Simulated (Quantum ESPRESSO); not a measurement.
Crystal: CuI (Marshite).

```
I Cu
1.0
     0.00000    3.03150    3.03150
     3.03150    0.00000    3.03150
     3.03150    3.03150    0.00000
I Cu
1 1
Direct
  0.00000 0.00000 0.00000
  0.75000 0.75000 0.75000
```

```yaml
Program: Quantum ESPRESSO 7.5
Task: phonons
Functional: LDA
Potentials_or_basis: JTH 2.0 LDA
Cutoff: 490 eV
Density_cutoff: 2939 eV
k_mesh: 6 × 6 × 6, shifted
Occupations: fermi-dirac, width 0.05 eV
Spin: no spin polarisation
Form_of_the_LDA_correlation: PW92
Mixing_beta: 0.5
Most_SCF_iterations: 120
SCF_threshold: 4e-10 Ry
```

The first run showed a gap, so the response started from a second, tighter run with fixed occupations.

**Question.** What is the highest optical frequency at the zone centre, leaving out the macroscopic field of polar modes?

**Answer.** 168 cm⁻¹, a mode of symmetry T2 (IR and Raman).

Optical modes at Γ, degenerate ones joined, polar ones without the macroscopic field:
| cm⁻¹ | components | symmetry | active in | IR intensity, summed ((D/Å)²/amu) |
| --- | --- | --- | --- | --- |
| 168 | 3 | T2 | IR and Raman | 1.33 |

Caveat: the cutoff lies well under what these potentials need, so the values aren't converged.
